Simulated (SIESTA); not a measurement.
Crystal: SnTe.

```
CELL_PARAMETERS angstrom
0.00000 3.15085 3.15085
3.15085 0.00000 3.15085
3.15085 3.15085 0.00000
ATOMIC_POSITIONS crystal
Te 0.50000 0.50000 0.50000
Sn 0.00000 0.00000 0.00000
```

Base run:

- Program: SIESTA 5.4.2
- Functional: BLYP
- Potentials or basis: PseudoDojo 0.4 standard (PBE files)
- Basis: DZP (energy shift 0.003 Ry; two zetas on semicore shells)
- Grid cutoff: 500 Ry
- Energy shift: 0.003 Ry
- k mesh: 7 × 7 × 7
- Occupations: fermi-dirac, width 0.05 eV
- Spin: no spin polarisation

Its results: pressure 6.6 GPa.

Problem. The run is repeated on the same cell with these changes: functional from BLYP to LDA; potentials or basis from PseudoDojo 0.4 standard (PBE files) to PseudoDojo 0.4 standard (LDA files). What comes out?

Solution. Pressure -0.9 GPa.

Caveats: the basis of atomic orbitals isn't converged, which shifts pressures, moduli and gaps; the potentials were made for another functional, which shifts forces and pressure (some runs).

Not every run made on this cell is shown here.
